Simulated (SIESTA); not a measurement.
The system is GaN.

```xyz
2
Lattice="0.0000 2.2535 2.2535 2.2535 0.0000 2.2535 2.2535 2.2535 0.0000" Properties=species:S:1:pos:R:3 pbc="T T T"
Ga    0.0000    0.0000    0.0000
N     1.1268    1.1268    1.1268
```

The cell is a database's computed one.

Base run:

```yaml
Program: SIESTA 5.4.2
Functional: PBE
Potentials_or_basis: PseudoDojo 0.4 standard (PBE files)
Basis: TZDP (energy shift 0.003 Ry; two zetas on semicore shells)
Grid_cutoff: 800 Ry
Energy_shift: 0.003 Ry
k_mesh: 10 × 10 × 10
Occupations: fermi-dirac, width 0.05 eV
Spin: no spin polarisation
```

Its results: band gap on the k mesh 1.86 eV, direct; pressure 8.1 GPa.

Q: The run is repeated on the same cell with these changes: basis from TZDP (energy shift 0.003 Ry; two zetas on semicore shells) to SZ (energy shift 0.003 Ry). What comes out?

A: Band gap on the k mesh 1.90 eV, direct; pressure 15.7 GPa.

Caveats: the basis of atomic orbitals isn't converged, which shifts pressures, moduli and gaps; the basis has no polarisation orbitals (some runs).
